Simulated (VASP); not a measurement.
# ZrSe2 in VASP: notebook

The runs below take ZrSe2 through single point, with PBE.

All numbers are computed with VASP 6.6.1; they aren't measurements. Logs are shortened: lines on timing, memory, paths and dates and some standing lists are left out, and cuts for length are marked.

## 1. The slab as given

The cell holds a slab with vacuum, 3 atoms: a = 3.798 Å, b = 3.798 Å, c = 15.096 Å, α = 90.00°, β = 90.00°, γ = 120.00°.

## 2. Single point, PBE

File INCAR:

```
PREC     = Accurate       # precision mode
ENCUT    = 460            # plane-wave cutoff, eV
EDIFF    = 1E-7           # SCF threshold, eV
ISMEAR   = 0              # smearing method
SIGMA    = 0.2            # smearing width, eV
LREAL    = False          # projectors in reciprocal space
LASPH    = True           # aspherical terms in the spheres
NELM     = 120            # most SCF steps
ALGO     = Normal         # electronic algorithm
ISIF     = 2              # what is computed and relaxed
LWAVE    = False          # write WAVECAR
LCHARG   = False          # write CHGCAR
LDIPOL   = True         
IDIPOL   = 3            
DIPOL    = 0.5 0.5 0.500
GGA      = PE             # functional
NBANDS   = 23             # bands
LVHAR    = True         
LVACPOTAV= True
```

File KPOINTS:

```
regular mesh
0
Gamma
  7 7 1
```

File POSCAR:

```
ZrSe2
1.0
    3.7980000000      0.0000000000      0.0000000000
   -1.8990000000      3.2891644800      0.0000000000
    0.0000000000      0.0000000000     15.0960000000
Se Zr
2 1
Direct
    0.6666666667      0.3333333333      0.3974562798
    0.3333333333      0.6666666667      0.6025437202
    0.0000000000      0.0000000000      0.5000000000
```

Potentials or basis: VASP PAW PBE potentials, release 64 (Se, Zr_sv).

The run is started by

```console
$ cat potpaw_PBE.64/Se/POTCAR potpaw_PBE.64/Zr_sv/POTCAR > POTCAR
$ mpirun -np 1 vasp_std > vasp.out
```

OUTCAR:

```text
PREC = Accurate
   ENCUT = 460
   EDIFF = 1E-7
   ISMEAR = 0
   LREAL = False
   LASPH = True
   NELM = 120
   ISIF = 2
   GGA = PE

 Found      8 irreducible k-points:

 Following reciprocal coordinates:
            Coordinates               Weight
  0.000000  0.000000  0.000000      1.000000
  0.142857 -0.000000  0.000000      6.000000
  0.285714 -0.000000  0.000000      6.000000
  0.428571  0.000000  0.000000      6.000000
  0.142857  0.142857  0.000000      6.000000
  0.285714  0.142857  0.000000     12.000000
   k-points           NKPTS =      8   k-points in BZ     NKDIM =      8   number of bands    NBANDS=     23
   number of dos      NEDOS =    301   number of ions     NIONS =      3
   total plane-waves  NPLWV =  84672
   dimension x,y,z NGX =    28 NGY =   28 NGZ =  108
   dimension x,y,z NGXF=    56 NGYF=   56 NGZF=  216
   ions per type =               2   1
   NGX,Y,Z   is equivalent  to a cutoff of  12.26, 12.26, 11.89 a.u.
   NGXF,Y,Z  is equivalent  to a cutoff of  24.51, 24.51, 23.79 a.u.
 SYSTEM =  unknown system
   PREC   = accura    normal or accurate (medium, high low for compatibility)
   ISTART =      0    job   : 0-new  1-cont  2-samecut
   ICHARG =      2    charge: 1-file 2-atom 10-const
   ISPIN  =      1    spin polarized calculation?
   LNONCOLLINEAR =      F non collinear calculations
   LSORBIT =      F    spin-orbit coupling
   LASPH  =      T    aspherical Exc in radial PAW
   ENCUT  =  460.0 eV  33.81 Ry    5.81 a.u.   6.64  6.64 26.40*2*pi/ulx,y,z
   NELM   =    120;   NELMIN=  2; NELMDL= -5     # of ELM steps
   EDIFF  = 0.1E-06   stopping-criterion for ELM
   LREAL  =      F    real-space projection
   EDIFFG = 0.1E-05   stopping-criterion for IOM
   NSW    =      0    number of steps for IOM
   IBRION =     -1    ionic relax: 0-MD 1-quasi-New 2-CG
   NFREE  =      0    steps in history (QN), initial steepest desc. (CG)
   ISIF   =      2    stress and relaxation
   ISYM   =      2    0-nonsym 1-usesym 2-fastsym
   POTIM  = 0.5000    time-step for ionic-motion
   TEBEG  =    0.0;   TEEND  =   0.0 temperature during run
   PSTRESS=    0.0 pullay stress
   NELECT =      24.0000    total number of electrons
   NUPDOWN=      -1.0000    fix difference up-down
   EMIN   =  10.00;   EMAX   =-10.00  energy-range for DOS
   EFERMI =   0.00;   METHOD = LEGACY
   ISMEAR =     0;   SIGMA  =   0.20  broadening in eV -4-tet -1-fermi 0-gaus
   EFERMI_NEDOS =   21; number of points for ismear=-14 and -15
   IALGO  =     38    algorithm
   IMIX   =      4    mixing-type and parameters
     AMIX     =   0.40;   BMIX     =  1.00
     AMIX_MAG =   1.60;   BMIX_MAG =  1.00
  volume/ion in A,a.u.               =      62.86       424.21
  Fermi-wavevector in a.u.,A,eV,Ry     =   0.823464  1.556121  9.226007  0.678092
  Thomas-Fermi vector in A             =   1.934978
   LORBIT       =      0    0 simple, 1 ext, 2 COOP (PROOUT), +10 PAW based schemes
   GGA     = PE    functional components
   LHFCALC =     F    Hartree Fock is set to
   AEXX    =    0.0000 exact exchange contribution
   IVDW    =     0    specifies the selected vdW correction
   LEPSILON=     F    determine dielectric tensor
   LRPA    =     F    only Hartree local field effects (RPA)
 non-spin polarized calculation
 Gauss-broadening in eV      SIGMA  =   0.20
  energy-cutoff  :      460.00
  volume of cell :      188.58
 maximum number of plane-waves:      4265
 NGX is ok and might be reduce to    28
   NGX = 13   NGY = 13   NGZ = 53

 dipolmoment           0.000000      0.000000     -0.000000 electrons x Angstroem

 number of electron      24.0000000 magnetization

 dipolmoment           0.000000      0.000000      0.000000 electrons x Angstroem

 Free energy of the ion-electron system (eV)
  ---------------------------------------------------
  ext. energy  EPLUGINS =         0.00000000
  ---------------------------------------------------
  free energy    TOTEN  =       -19.57324613 eV

  energy without entropy =      -19.57179638  energy(sigma->0) =      -19.57252126

 E-fermi :  -1.3565     XC(G=0):  -4.4981

 val. band max:       -1.6343360670   @ k =   0.0000   0.0000   0.0000
 cond. band min:      -1.0171286153   @ k =   0.4286   0.0000   0.0000
 fundamental gap:      0.6172074517
 Fermi energy:        -1.3564802095

 k-point     1 :       0.0000    0.0000    0.0000
  band No.  band energies     occupation
      1     -51.0301      2.00000
      2     -29.0803      2.00000
      3     -28.9665      2.00000
      4     -28.9665      2.00000
      5     -14.5740      2.00000
      6     -13.6295      2.00000
[... 15 lines left out ...]
     22       6.3935      0.00000
     23       7.2451      0.00000

 k-point     2 :       0.1429   -0.0000    0.0000
  band No.  band energies     occupation
      1     -51.0279      2.00000
      2     -29.0722      2.00000
      3     -29.0014      2.00000
      4     -28.9740      2.00000
      5     -14.3987      2.00000
      6     -13.6307      2.00000
[... 15 lines left out ...]
     22       6.5741      0.00000
     23       7.0795      0.00000

 k-point     3 :       0.2857   -0.0000    0.0000
  band No.  band energies     occupation
      1     -51.0228      2.00000
      2     -29.0801      2.00000
      3     -29.0527      2.00000
      4     -28.9907      2.00000
      5     -13.9932      2.00000
      6     -13.6132      2.00000
[... 15 lines left out ...]
     22       6.4137      0.00000
     23       7.5114      0.00000

 k-point     4 :       0.4286    0.0000    0.0000
  band No.  band energies     occupation
      1     -51.0187      2.00000
      2     -29.1406      2.00000
      3     -29.0383      2.00000
      4     -29.0041      2.00000
      5     -13.7752      2.00000
      6     -13.4464      2.00000
[... 15 lines left out ...]
     22       7.1822      0.00000
     23       7.5005      0.00000

 k-point     5 :       0.1429    0.1429    0.0000
  band No.  band energies     occupation
      1     -51.0242      2.00000
      2     -29.0591      2.00000
      3     -29.0525      2.00000
      4     -28.9910      2.00000
      5     -14.1004      2.00000
      6     -13.6293      2.00000
[... 15 lines left out ...]
     22       6.7063      0.00000
     23       6.9977      0.00000

 k-point     6 :       0.2857    0.1429    0.0000
  band No.  band energies     occupation
      1     -51.0196      2.00000
      2     -29.1117      2.00000
      3     -29.0425      2.00000
      4     -29.0160      2.00000
      5     -13.7452      2.00000
      6     -13.5715      2.00000
[... 15 lines left out ...]
     22       6.9723      0.00000
     23       7.6041      0.00000

 [... further k-points ...]

------------------------ aborting loop because EDIFF is reached ----------------------------------------

  FORCE on cell =-STRESS in cart. coord.  units (eV):
  Direction    XX          YY          ZZ          XY          YZ          ZX
  --------------------------------------------------------------------------------------
  -------------------------------------------------------------------------------------
  Total        0.7153446      0.7153446      1.0968295      0.0000000      0.0000000      0.0000000
  in kB        6.0774790      6.0774790      9.3185272      0.0000000      0.0000000      0.0000000
  external PRESSURE =       7.1578284 kB  Pullay stress =       0.0000000 kB

 VOLUME and BASIS-vectors are now :
 -----------------------------------------------------------------------------
  energy-cutoff  :      460.00
  volume of cell :      188.58
      direct lattice vectors                 reciprocal lattice vectors
     3.798000000  0.000000000  0.000000000     0.263296472  0.152014289  0.000000000
    -1.899000000  3.289164480  0.000000000     0.000000000  0.304028578  0.000000000
     0.000000000  0.000000000 15.096000000     0.000000000  0.000000000  0.066242713

 POSITION                                       TOTAL-FORCE (eV/Angst)
 -----------------------------------------------------------------------------------
      1.89900      1.09639      6.00000        -0.000000      0.000000     -0.356946
     -0.00000      2.19278      9.09600         0.000000     -0.000000      0.356946
      0.00000      0.00000      7.54800         0.000000      0.000000      0.000000
 -----------------------------------------------------------------------------------
    total drift:                               -0.000000     -0.000000      0.000000

  FREE ENERGIE OF THE ION-ELECTRON SYSTEM (eV)
  ---------------------------------------------------
  free  energy   TOTEN  =       -19.5732461343 eV

  energy  without entropy=      -19.5717963804  energy(sigma->0) =      -19.57252126

 vacuum level on the upper side and lower side of the slab         4.014         4.014
```

It took 44 s on 1 thread of Intel Xeon 6975P-C (Granite Rapids), shared host; peak memory 0.27 GiB.

The run converged, but some of its settings lie outside the range that counts as converged, so its numbers aren't taken as properties of the slab.

What came out:

| Property | Result |
| --- | --- |
| Free energy | -19.5732 eV |
| Largest force | 0.357 eV/Å |
| Band gap on the k mesh | 0.62 eV, indirect (least direct gap 1.13 eV) |
| Ionisation potential of the upper face | 5.65 eV |

## 3. Single point, PBE

Changes to INCAR since step 2:

```diff
@@ -2,5 +2,5 @@
 ENCUT    = 460            # plane-wave cutoff, eV
-EDIFF    = 1E-7           # SCF threshold, eV
+EDIFF    = 1E-5           # SCF threshold, eV
 ISMEAR   = 0              # smearing method
-SIGMA    = 0.2            # smearing width, eV
+SIGMA    = 0.05           # smearing width, eV
 LREAL    = False          # projectors in reciprocal space
```

KPOINTS is that of step 2.

POSCAR is that of step 2.

Potentials or basis: VASP PAW PBE potentials, release 64 (Se, Zr_sv).

The run is started by

```console
$ cat potpaw_PBE.64/Se/POTCAR potpaw_PBE.64/Zr_sv/POTCAR > POTCAR
$ mpirun -np 1 vasp_std > vasp.out
```

OUTCAR:

```text
PREC = Accurate
   ENCUT = 460
   EDIFF = 1E-5
   ISMEAR = 0
   LREAL = False
   LASPH = True
   NELM = 120
   ISIF = 2
   GGA = PE

 Found      8 irreducible k-points:

 Following reciprocal coordinates:
            Coordinates               Weight
  0.000000  0.000000  0.000000      1.000000
  0.142857 -0.000000  0.000000      6.000000
  0.285714 -0.000000  0.000000      6.000000
  0.428571  0.000000  0.000000      6.000000
  0.142857  0.142857  0.000000      6.000000
  0.285714  0.142857  0.000000     12.000000
   k-points           NKPTS =      8   k-points in BZ     NKDIM =      8   number of bands    NBANDS=     23
   number of dos      NEDOS =    301   number of ions     NIONS =      3
   total plane-waves  NPLWV =  84672
   dimension x,y,z NGX =    28 NGY =   28 NGZ =  108
   dimension x,y,z NGXF=    56 NGYF=   56 NGZF=  216
   ions per type =               2   1
   NGX,Y,Z   is equivalent  to a cutoff of  12.26, 12.26, 11.89 a.u.
   NGXF,Y,Z  is equivalent  to a cutoff of  24.51, 24.51, 23.79 a.u.
 SYSTEM =  unknown system
   PREC   = accura    normal or accurate (medium, high low for compatibility)
   ISTART =      0    job   : 0-new  1-cont  2-samecut
   ICHARG =      2    charge: 1-file 2-atom 10-const
   ISPIN  =      1    spin polarized calculation?
   LNONCOLLINEAR =      F non collinear calculations
   LSORBIT =      F    spin-orbit coupling
   LASPH  =      T    aspherical Exc in radial PAW
   ENCUT  =  460.0 eV  33.81 Ry    5.81 a.u.   6.64  6.64 26.40*2*pi/ulx,y,z
   NELM   =    120;   NELMIN=  2; NELMDL= -5     # of ELM steps
   EDIFF  = 0.1E-04   stopping-criterion for ELM
   LREAL  =      F    real-space projection
   EDIFFG = 0.1E-03   stopping-criterion for IOM
   NSW    =      0    number of steps for IOM
   IBRION =     -1    ionic relax: 0-MD 1-quasi-New 2-CG
   NFREE  =      0    steps in history (QN), initial steepest desc. (CG)
   ISIF   =      2    stress and relaxation
   ISYM   =      2    0-nonsym 1-usesym 2-fastsym
   POTIM  = 0.5000    time-step for ionic-motion
   TEBEG  =    0.0;   TEEND  =   0.0 temperature during run
   PSTRESS=    0.0 pullay stress
   NELECT =      24.0000    total number of electrons
   NUPDOWN=      -1.0000    fix difference up-down
   EMIN   =  10.00;   EMAX   =-10.00  energy-range for DOS
[... 5 lines left out ...]
     AMIX     =   0.40;   BMIX     =  1.00
     AMIX_MAG =   1.60;   BMIX_MAG =  1.00
  volume/ion in A,a.u.               =      62.86       424.21
  Fermi-wavevector in a.u.,A,eV,Ry     =   0.823464  1.556121  9.226007  0.678092
  Thomas-Fermi vector in A             =   1.934978
   LORBIT       =      0    0 simple, 1 ext, 2 COOP (PROOUT), +10 PAW based schemes
   GGA     = PE    functional components
[... 5 lines left out ...]
 non-spin polarized calculation
 Gauss-broadening in eV      SIGMA  =   0.05
  energy-cutoff  :      460.00
  volume of cell :      188.58
 maximum number of plane-waves:      4265
 NGX is ok and might be reduce to    28
   NGX = 13   NGY = 13   NGZ = 53

 dipolmoment           0.000000      0.000000     -0.000000 electrons x Angstroem

 number of electron      24.0000000 magnetization

 dipolmoment           0.000000      0.000000      0.000000 electrons x Angstroem

 Free energy of the ion-electron system (eV)
  ---------------------------------------------------
  ext. energy  EPLUGINS =         0.00000000
  ---------------------------------------------------
  free energy    TOTEN  =       -19.57304163 eV

  energy without entropy =      -19.57304163  energy(sigma->0) =      -19.57304163

 E-fermi :  -1.3313     XC(G=0):  -4.5104

 val. band max:       -1.6334224001   @ k =   0.0000   0.0000   0.0000
 cond. band min:      -1.0174704754   @ k =   0.4286   0.0000   0.0000
 fundamental gap:      0.6159519247
 Fermi energy:        -1.3313246257

 k-point     1 :       0.0000    0.0000    0.0000
  band No.  band energies     occupation
      1     -51.0317      2.00000
      2     -29.0819      2.00000
      3     -28.9678      2.00000
      4     -28.9678      2.00000
      5     -14.5731      2.00000
      6     -13.6285      2.00000
[... 15 lines left out ...]
     22       6.3621      0.00000
     23       7.2444      0.00000

 k-point     2 :       0.1429   -0.0000    0.0000
  band No.  band energies     occupation
      1     -51.0295      2.00000
      2     -29.0738      2.00000
      3     -29.0028      2.00000
      4     -28.9753      2.00000
      5     -14.3979      2.00000
      6     -13.6297      2.00000
[... 96 lines left out ...]
 k-point     6 :       0.2857    0.1429    0.0000
  band No.  band energies     occupation
      1     -51.0212      2.00000
      2     -29.1130      2.00000
      3     -29.0442      2.00000
      4     -29.0174      2.00000
      5     -13.7443      2.00000
      6     -13.5706      2.00000
[... 15 lines left out ...]
     22       6.9434      0.00000
     23       7.6035      0.00000

 [... further k-points ...]

------------------------ aborting loop because EDIFF is reached ----------------------------------------

  FORCE on cell =-STRESS in cart. coord.  units (eV):
  Direction    XX          YY          ZZ          XY          YZ          ZX
  --------------------------------------------------------------------------------------
  -------------------------------------------------------------------------------------
  Total        0.7228680      0.7228680      1.0887266     -0.0000000      0.0000000      0.0000000
  in kB        6.1413965      6.1413965      9.2496861     -0.0000000      0.0000000      0.0000000
  external PRESSURE =       7.1774931 kB  Pullay stress =       0.0000000 kB

 VOLUME and BASIS-vectors are now :
 -----------------------------------------------------------------------------
  energy-cutoff  :      460.00
  volume of cell :      188.58
      direct lattice vectors                 reciprocal lattice vectors
     3.798000000  0.000000000  0.000000000     0.263296472  0.152014289  0.000000000
    -1.899000000  3.289164480  0.000000000     0.000000000  0.304028578  0.000000000
     0.000000000  0.000000000 15.096000000     0.000000000  0.000000000  0.066242713

 POSITION                                       TOTAL-FORCE (eV/Angst)
 -----------------------------------------------------------------------------------
      1.89900      1.09639      6.00000        -0.000000      0.000000     -0.354339
     -0.00000      2.19278      9.09600         0.000000      0.000000      0.354339
      0.00000      0.00000      7.54800        -0.000000      0.000000      0.000000
 -----------------------------------------------------------------------------------
    total drift:                               -0.000000     -0.000000      0.000000

  FREE ENERGIE OF THE ION-ELECTRON SYSTEM (eV)
  ---------------------------------------------------
  free  energy   TOTEN  =       -19.5730416308 eV

  energy  without entropy=      -19.5730416308  energy(sigma->0) =      -19.57304163

 vacuum level on the upper side and lower side of the slab         4.014         4.014
```

Wall time 39 s (1 thread of Intel Xeon 6975P-C (Granite Rapids), shared host); peak memory 0.27 GiB.

These settings aren't checked as converged: the numbers below hold their error.

Results:

* Free energy: -19.5730 eV
* Largest force: 0.354 eV/Å
* Band gap on the k mesh: 0.62 eV, indirect (least direct gap 1.13 eV)
* Ionisation potential of the upper face: 5.65 eV

## 4. Single point, PBE

This run uses another cell than the first one, of 75.35 Å³/atom, 1.199 times its volume.

Changes to INCAR since step 3:

```diff
@@ -2,3 +2,3 @@
 ENCUT    = 460            # plane-wave cutoff, eV
-EDIFF    = 1E-5           # SCF threshold, eV
+EDIFF    = 1E-7           # SCF threshold, eV
 ISMEAR   = 0              # smearing method
```

KPOINTS is that of step 3.

File POSCAR:

```
ZrSe2
1.0
    3.7980000000      0.0000000000      0.0000000000
   -1.8990000000      3.2891644800      0.0000000000
    0.0000000000      0.0000000000     18.0960000000
Se Zr
2 1
Direct
    0.6666666667      0.3333333333      0.4144562334
    0.3333333333      0.6666666667      0.5855437666
    0.0000000000      0.0000000000      0.5000000000
```

The run is started by

```console
$ cat potpaw_PBE.64/Se/POTCAR potpaw_PBE.64/Zr_sv/POTCAR > POTCAR
$ mpirun -np 1 vasp_std > vasp.out
```

It took 65 s on 1 thread of Intel Xeon 6975P-C (Granite Rapids), shared host; peak memory 0.3 GiB.

The run converged, but some of its settings lie outside the range that counts as converged, so its numbers aren't taken as properties of the slab.

Results:

- Free energy: -19.5734 eV
- Largest force: 0.354 eV/Å
- Band gap on the k mesh: 0.62 eV, indirect (least direct gap 1.13 eV)
- Ionisation potential of the upper face: 5.65 eV
